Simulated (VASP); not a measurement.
## GaAs: relaxation of cell and atoms with B3LYP

GaAs:

```
As Ga
1.0
     0.00000    2.82685    2.82685
     2.82685    0.00000    2.82685
     2.82685    2.82685    0.00000
As Ga
1 1
Direct
  0.75000 0.75000 0.75000
  0.00000 0.00000 0.00000
```

- Program: VASP 6.6.1
- Task: relaxation of cell and atoms
- Functional: B3LYP
- Potentials or basis: VASP PAW PBE potentials, release 64 (As, Ga_d)
- Cutoff: 600 eV
- k mesh: 4 × 4 × 4
- Occupations: fermi-dirac, width 0.05 eV
- Spin: no spin polarisation
- Grid for exact exchange (PRECFOCK): Normal
- Exchange at q = 0: truncated
- Further INCAR settings: ALGO = Normal; EDIFF = 1e-06; IBRION = 2; EDIFFG = -0.02; NSW = 40; ISIF = 3

The relaxed volume is 24.01 Å³/atom, the relaxed cell is a = 4.080 Å, b = 4.080 Å, c = 4.080 Å, α = 60.00°, β = 60.00°, γ = 60.00° and the space group after relaxing (to 0.05 Å) is F-43m (No. 216). The energy gained by relaxing is 18.5 meV/atom, the ionic steps are 3 and the pressure after relaxing is 0.0 GPa. The band gap on the k mesh is 1.14 eV, direct.

Step by step:
```
step  energy change (eV)  largest force (eV/Å)  pressure (GPa)  volume (Å³)
   1              0.0000                0.0000            4.40        45.18
   2             -0.0299                0.0000           -1.69        49.36
   3             -0.0369                0.0000            0.04        48.01
```

Final structure:
```
CELL_PARAMETERS angstrom
0.00000 2.88473 2.88473
2.88473 0.00000 2.88473
2.88473 2.88473 0.00000
ATOMIC_POSITIONS crystal
As 0.75000 0.75000 0.75000
Ga 0.00000 0.00000 0.00000
```

Levels at points of the mesh, in eV from the valence-band top:
```csv
k point,band 5,band 6,band 7,band 8,band 9,band 10,band 11,band 12,band 13
"(0.00, 0.00, 0.00)",-16.89,-13.38,0.00,0.00,0.00,1.14,4.93,4.93,4.93
"(0.50, 0.00, 0.00)",-16.89,-11.68,-6.82,-1.14,-1.14,1.94,5.90,5.90,9.16
"(0.50, 0.50, 0.00)",-16.89,-10.96,-7.09,-2.65,-2.65,2.74,2.83,11.27,11.27
```

Wall time 22 min on 1 thread of Intel(R) Xeon(R) Platinum 8259CL CPU @ 2.50GHz (Skylake/Cascade Lake), on a shared host, peak memory 0.2 GiB.

Caveat: the k mesh is coarse (spacing up to 0.48 Å⁻¹), so the values aren't converged, least of all with exact exchange; the PAW data sets were made with another functional, which shifts forces and pressure a little. Zero-point motion and thermal expansion aren't in these numbers.
